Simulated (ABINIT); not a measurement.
Runs of ABINIT 10.8.3 (patched build) on BN. It takes space group F-43m (No. 216, cubic). Conventional cell: a = 3.626 Å, b = 3.626 Å, c = 3.626 Å, α = 90.00°, β = 90.00°, γ = 90.00°. N (site symmetry -43m) is surrounded by 4 B at 1.57 Å. B (site symmetry -43m) is surrounded by 4 N at 1.57 Å. The cell is a database's computed one.

| task | level | potentials or basis | k mesh | cutoff (eV) | smearing | most SCF steps | fine-grid cutoff | gap on the mesh (eV) | pressure (GPa) |
| --- | --- | --- | --- | --- | --- | --- | --- | --- | --- |
| single point | PBE0 | PseudoDojo NC SR PBE v0.4.1 standard | 8 × 8 × 8 | 952 | fixed | 60 | - | 6.58 | (a) |
| band structure | r2SCAN | JTH PAW PBE v2.0 | 13 × 13 × 13 | 844 | fermi-dirac 0.05 eV | - | 1442.2 eV | 5.02 | -2.6 |
| single point | PBE | PseudoDojo NC SR PBE v0.4.1 standard | 8 × 8 × 8 | 952 | fixed | - | - | 4.52 | (c) |
| band structure | r2SCAN | Ansatz PAW PBE default generated set, frozen core | 13 × 13 × 13 | 517 | fermi-dirac 0.05 eV | - | 1034.03 eV | 5.06 | -5.5 |
| band structure | r2SCAN | SG15 NC PBE v1.2 | 13 × 13 × 13 | 1306 | fermi-dirac 0.05 eV | - | - | (b) | -5.6 |

Alike in all rows: no spin polarisation; cell as given.

Estimate the missing entries.

(a) -10.7; (b) 5.04; (c) -2.0.

Caveats: the potentials were made for another functional, which shifts forces and pressure (some runs); the PAW data sets were made with another functional, which shifts forces and pressure a little (some runs); the atomic spheres overlap (some runs).

A k mesh can miss the band edges.
